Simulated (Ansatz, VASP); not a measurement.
# Ru: VASP beside Ansatz

The input INCAR:

```
PREC = Accurate
ENCUT = 520
EDIFF = 1E-7
ISMEAR = 0
SIGMA = 0.15
LREAL = False
LASPH = True
NELM = 60
ALGO = Fast
ISIF = 2
LWAVE = False
LCHARG = True
GGA = PS
LELF = True
LVHAR = True
NBANDS = 21
```

KPOINTS

```
Automatic mesh
0
Gamma
  21 21 12
```

Contents of POSCAR:

```
Ru
1.0
    2.7326531420      0.0000000000      0.0000000000
   -1.3663265710      2.3665470408      0.0000000000
    0.0000000000      0.0000000000      4.2514617584
Ru
2
Direct
    0.3333333333      0.6666666667      0.2500000000
    0.6666666667      0.3333333333      0.7500000000
```

Input for Ansatz:

```yaml
crystal:
  lattice:
    - [2.732653142, 0.0, 0.0]
    - [-1.366326571, 2.3665470408, 0.0]
    - [0.0, 0.0, 4.2514617584]
  atoms:
    - { symbol: Ru, position: [0.3333333333, 0.6666666667, 0.25] }
    - { symbol: Ru, position: [0.6666666667, 0.3333333333, 0.75] }
basis:
  ecutwfc: 420
kpoints:
  mp_grid: { grid: [21, 21, 12] }
hamiltonian:
  xc: pbesol
  pseudopotentials: { kind: paw, azcp: { folder: soft_1 } }
scf:
  occupations: { method: gaussian, width: 0.15 }
output:
  forces: true
  stress: true
  eigenvalues: true
```

Alike in both runs: task single point; functional PBEsol; k mesh 21 × 21 × 12; occupations gaussian, width 0.15 eV; no spin polarisation.

|  | VASP | Ansatz |
| --- | --- | --- |
| version | VASP 6.6.1 | Ansatz 0.2.0 |
| potentials or method | VASP PAW PBE potentials, release 64 (Ru_pv) | scalar-relativistic, plane waves, PAW |
| plane-wave cutoff (eV) | 520 | 420 |
| valence electrons in the cell | 28 | 32 |

Ansatz gave:

- gap on the k mesh at the Fermi level (eV): none
- pressure (GPa): -9.8
- largest component of the traceless stress (GPa): 3.74

Problem. Estimate VASP's values.

Solution. gap on the k mesh at the Fermi level (eV): none; pressure (GPa): -9.9; largest component of the traceless stress (GPa): 3.73.

A gap of «none» marks a metal or a gap that the smearing closes. The two sets of potentials don't hold the same shells in valence. Ansatz warned: «pseudo_functional_mismatch».

Caveats: the PAW data sets were made with another functional, which shifts forces and pressure a little (VASP).
